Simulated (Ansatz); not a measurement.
H2O on a (100) slab of ZnO (P6_3mc (No. 186)), 6 planes, outer planes ZnO (top) and ZnO (bottom), 1 a cell of 34.2 Å², relaxed and still whole (its atoms last):

```yaml
crystal:
  lattice:
    - [6.50949, 0.00000, 0.00000]
    - [0.00000, 5.25642, 0.00000]
    - [0.00000, 0.00000, 24.57695]
  atoms:
    - { symbol: Zn, position: [0.50000, 0.99838, 0.32551] }
    - { symbol: Zn, position: [0.00000, 0.99838, 0.32551] }
    - { symbol: O, position: [0.50000, 0.61952, 0.32551] }
    - { symbol: O, position: [0.00000, 0.61952, 0.32551] }
    - { symbol: Zn, position: [0.75000, 0.49838, 0.36374] }
    - { symbol: Zn, position: [0.25000, 0.49838, 0.36374] }
    - { symbol: O, position: [0.75000, 0.11952, 0.36374] }
    - { symbol: O, position: [0.25000, 0.11952, 0.36374] }
    - { symbol: Zn, position: [0.75000, 0.99838, 0.44020] }
    - { symbol: Zn, position: [0.25000, 0.99838, 0.44020] }
    - { symbol: O, position: [0.75000, 0.61952, 0.44020] }
    - { symbol: O, position: [0.25000, 0.61952, 0.44020] }
    - { symbol: Zn, position: [0.99807, 0.49830, 0.47694] }
    - { symbol: Zn, position: [0.50204, 0.49829, 0.47694] }
    - { symbol: O, position: [0.99937, 0.11904, 0.47767] }
    - { symbol: O, position: [0.50040, 0.11894, 0.47785] }
    - { symbol: Zn, position: [0.99977, 0.99944, 0.55626] }
    - { symbol: Zn, position: [0.49693, 0.00000, 0.55669] }
    - { symbol: O, position: [0.99570, 0.61901, 0.55476] }
    - { symbol: O, position: [0.50438, 0.61975, 0.55479] }
    - { symbol: Zn, position: [0.25040, 0.46681, 0.57765] }
    - { symbol: Zn, position: [0.74908, 0.48145, 0.59368] }
    - { symbol: O, position: [0.24790, 0.11694, 0.59202] }
    - { symbol: O, position: [0.74900, 0.11515, 0.59466] }
    - { symbol: O, position: [0.74292, 0.73736, 0.65741] }
    - { symbol: H, position: [0.74722, 0.91508, 0.63605] }
    - { symbol: H, position: [0.86285, 0.73395, 0.68085] }
```

Theory: DFT PBE+D3(BJ), scalar-relativistic, plane waves, PAW in Ansatz. Plane waves to 420 eV, a k mesh through Γ of 3×3×1 on the computed 27-atom cell and Gaussian smearing (0.05 eV); no spin polarisation. A dipole correction removes the field between periodic images along c.

It binds with 1.15 eV a molecule against the clean slab and the free molecule (no zero-point or thermal terms); its shortest contact is H–O 1.46 Å. Take first-order desorption with no barrier to adsorption, no reaction on the face and an assumed prefactor of 10^13 s⁻¹.

(1) How long does a molecule stay at 473 K?

(2) Where does its peak lie in a desorption experiment heated at 2 K/s?

(3) Is this physisorption or chemisorption?

The clean reference is an ideal cut relaxed in this small cell. Real faces with dangling bonds reconstruct or are passivated, and a lower clean face would weaken the binding, shorten τ and lower T_p.

The molecule may also break up before it leaves, which wasn't tried.

Answers

(1) τ = ν⁻¹·exp(E/k_BT) with k_BT = 0.0408 eV: E/k_BT = 28.2, so τ ≈ 2×10^-1 s. It leaves within a purge of seconds.

(2) The peak obeys E/(k_B·T_p²) = (ν/β)·exp(−E/k_BT_p). Solving gives T_p ≈ 419 K (E/k_BT_p = 31.8). An error of 0.1 eV in E moves it by about 36 K, and larger molecules have larger prefactors, which lowers it.

(3) The tightest contact, O–Zn 2.06 Å, is 1.10 times the sum of covalent radii, and deformation and lateral interaction add up to +0.43 eV. This is chemisorption.